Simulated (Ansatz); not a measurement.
Crystal: Sr.

```
CELL_PARAMETERS angstrom
0.00000 3.04235 3.04235
3.04235 0.00000 3.04235
3.04235 3.04235 0.00000
ATOMIC_POSITIONS crystal
Sr 0.00000 0.00000 0.00000
```

Below is the output of Ansatz 0.2.0 for this cell. Logs are shortened: lines on timing, memory, paths and dates and some standing lists are left out, and cuts for length are marked.

```text
Warning: RAYON_NUM_THREADS=1 ignored (pool sized by the plan → 1); use --threads N
The last accepted step is kept in <dir> (removed where the run ends without a failure and the disk answers)
LAPW: plane waves up to 4.453 Å⁻¹, error target 1.0e-3 eV per atom; small_component_spin mean_spin; Sr in spheres of 2.087 Å, 20 of its electrons in bands, Dirac shells [] (how accurate: hamiltonian.pseudopotentials.lapw.basis_error, Limitations)
Engine: ansatz 0.2.0, aarch64-unknown-linux-gnu
Pseudopotentials: kind: all_electron
Pseudopotential: Sr, LAPW, valence charge 20, lapw/all_electron/scalar/gaussian/Sr, Koelling and Harmon's equation, gaussian nucleus
Functional definition: PBEsol
  exchange = pbesol_x
  correlation = pbesol_c
Crystal: 1 atoms, lattice volume = 56.319 Å³
Basis set: ecut = 75.54859832828815 eV, 65 PW (Γ), exchange–correlation at level 2
Bands: 14, of which v1, the nominal top of the filled ones, is band 10 counted from 1 (9 counted from 0)
Symmetry: 48 space group operations
Space group: Fm-3m (ITA 225), of the structure as read, at distance tolerance 3.8e-5 Å
k-points: 29 of 512
Non-local potential: Sr, projectors of the file, none
Initial density: superposition of atomic densities (chi_scale 0.1, normalization cell)
Initial wavefunctions: plane waves of lowest kinetic energy (no species holds an atomic orbital)
Functional: x = pbesol(κ = 0.804, μ = 0.12345679012345678), c = pbesol(β = 0.046)
iter 1 solved again at ethr=6.69e-5 eV; its pass at ethr=1.00e-1 eV (dr2=1.34e-2 eV) is discarded
SCF iter   1: F=—  HF=-86467.105085 eV  |F-HF|=—  |Δ(HF+E_count)|=         —  Δρ=3.22e-3  dr2=1.34e-2  ethr=6.69e-5  ⟨swp⟩=3.3  Hψ=2655  notcnv=0
preconditioner: auto → Kerker (q_TF=auto, 2.296 Å⁻¹)  [metal: Δε(μ)=0.093 eV  Ē_g=3.471 eV  σ=0.050 eV  W_gap=0.43  n_scr=14 (ndim 8)  ℏωp=7.0 eV  f_vac=0.000  D(μ)=0.99/eV (n_scr^D=0)]
SCF iter   2: F=—  HF=-86467.108068 eV  |F-HF|=—  |Δ(HF+E_count)|=   2.98e-3  Δρ=2.51e-3  dr2=8.51e-3  ethr=6.68e-5  ⟨swp⟩=2.0  Hψ=1258  notcnv=0
SCF iter   3: F=—  HF=-86467.109275 eV  |F-HF|=—  |Δ(HF+E_count)|=   1.21e-3  Δρ=8.63e-4  dr2=1.14e-3  ethr=4.25e-5  ⟨swp⟩=2.0  Hψ=1226  notcnv=0
iter 4 solved again at ethr=2.46e-7 eV; its pass at ethr=5.72e-6 eV (dr2=4.91e-5 eV) is discarded
SCF iter   4: F=—  HF=-86467.109267 eV  |F-HF|=—  |Δ(HF+E_count)|=   7.36e-6  Δρ=1.94e-4  dr2=4.91e-5  ethr=2.46e-7  ⟨swp⟩=2.0  Hψ=2081  notcnv=0
SCF iter   5: F=—  HF=-86467.109195 eV  |F-HF|=—  |Δ(HF+E_count)|=   7.25e-5  Δρ=1.10e-4  dr2=1.12e-5  ethr=2.45e-7  ⟨swp⟩=2.0  Hψ=1258  notcnv=0
[... 39 lines left out ...]
SCF iter   2: F=-86467.122557 eV  HF=-86467.122557 eV  |F-HF|=7.71e-10  |Δ(HF+E_count)|=   2.33e-8  Δρ=8.18e-8  dr2=4.34e-12  ethr=1.17e-12 (applied; sched 1.00e-12)  ⟨swp⟩=2.2  Hψ=1263  notcnv=0
SCF 5 converged in 2 iterations: F = -86467.122557 eV  dr2 = 4.34e-12
relax step   5: F+E_penalty+E_count = -86467.12255726 eV  Δ(F+E_penalty+E_count) = +1.148e-7 eV  max|allowed force component| = 0.000e0 eV/Å  Δτ_max = 0.0000 Å  P = -0.006 GPa  Ω = 51.862 Å³  stress off target by 6.12e-3 GPa  SCF on the basis re-selected at this cell (its energy is not comparable with the rows above)  (2 SCF iters)
basis re-selected at this cell: Δ(F+E_penalty+E_count) = +1.148e-7 eV, ΔP = +0.000 GPa vs the last step (what re-selecting the basis moved, after the strain that the cell walked since its last selection, with what the two solves' SCF thresholds leave and, on support functions, any second-order correction that the steps lacked; it is no measure of the basis error at this ecutwfc). This SCF's stress stands 6.12e-3 GPa from its target on what of the cell is left free (relax.cell.stress_tol is 5.00e-2 GPa) and its largest allowed force component is 0.00e0 eV/Å (relax.f_tol is 1.00e-2 eV/Å): within both
SCF converged after 2 iterations
Free energy (F): -86467.122557 eV
Harris-Foulkes:  -86467.122557 eV  (|F-HF|=7.71e-10)
Internal energy: -86467.116215 eV  (E = F + TS)
E sigma→0 (E₀):  -86467.119386 eV
Entropy (-TS):   -0.006342 eV (-6.342 meV/atom)
Fermi energy:    6.336651 eV
--- Per-component energies (eV) ---
  E_band       = -1293.033706
  E_kinetic    = 89025.185852
  E_xc         = -2809.161276
  E_electrostatic = -172683.140791  (all electrons and nuclei)
  E_smearing   = -0.006342  (= −TS)
  E_closure    = 0.000000  (closes the sum)
  E_atoms      = -86465.300749  (free atoms, spherical and without spin; not in F)
  Σ components = -86467.122557   (vs F -86467.122557, Δ=0.00e0)
  Basis errors (estimates in eV, not in F): energy 3.3e-4 per atom: plane waves 3.2e-4 (1.7e-4 summed), levels above the bands 6.5e-29, relativity 8.0e-9, radial functions 6.5e-6, core shells 5.6e-9; eigenvalues (radial functions only) 6.7e-7; not estimated: angular momenta, meshes, grids; target (lapw.basis_error) 1.0e-3; muffin-tin radii Sr 2.030 Å
--- Forces (eV/Å), atoms counted from 1 ---
  atom   1  Sr    -0.00000000     0.00000000    -0.00000000
  max |Σ_I F_I| component: 3.90e-32 eV/Å
--- Stress (GPa, compression-positive) ---
       -0.006123       0.000000       0.000000
        0.000000      -0.006123       0.000000
        0.000000       0.000000      -0.006123
  P = ⅓ Tr σ = -0.0061 GPa (-0.061 kbar)
--- Relaxed structure (4 steps of the walk, 4 accepted, 1 SCFs on fresh bases) ---
  F+E_penalty+E_count = -86467.12255726 eV   max|allowed force component| = 0.000e0 eV/Å   (the final SCF, on the basis selected at the relaxed cell)
  cell:  # Å, volume = 51.8618 Å³
    - [-1.1719355675659856e-33, 2.959869532308529, 2.959869532308529]
    - [2.959869532308529, 1.3868965752037682e-33, 2.959869532308529]
    - [2.959869532308529, 2.959869532308529, 4.952064694470401e-34]
  atoms:
    - { symbol: Sr, position: [0.0, 0.0, 0.0] }
```

**Question.** What input gives this log?

**Answer.** Relaxation of cell and atoms with PBEsol, no spin polarisation. The files as run (others can give the same):

input.yaml
```yaml
crystal:
  lattice:
    - [0.0, 3.04235, 3.04235]
    - [3.04235, 0.0, 3.04235]
    - [3.04235, 3.04235, 0.0]
  atoms:
    - { symbol: Sr, position: [0.0, 0.0, 0.0] }
kpoints:
  mp_grid: { grid: [8, 8, 8] }
scf:
  occupations: { method: fermi_dirac, width: 0.05 }
hamiltonian:
  xc: pbesol
  pseudopotentials: { kind: all_electron, lapw: { basis_error: 0.001 } }
output:
  forces: true
  stress: true
relax:
  f_tol: 0.01
  max_steps: 60
  cell: {}
```

Potentials or basis: all-electron LAPW, scalar-relativistic.
Launch:
```sh
$ ansatz run input.yaml --threads 1 --pin off --max-ram 3072MiB --backend cpu --events-out ev --progress --plain --runs-dir out
```
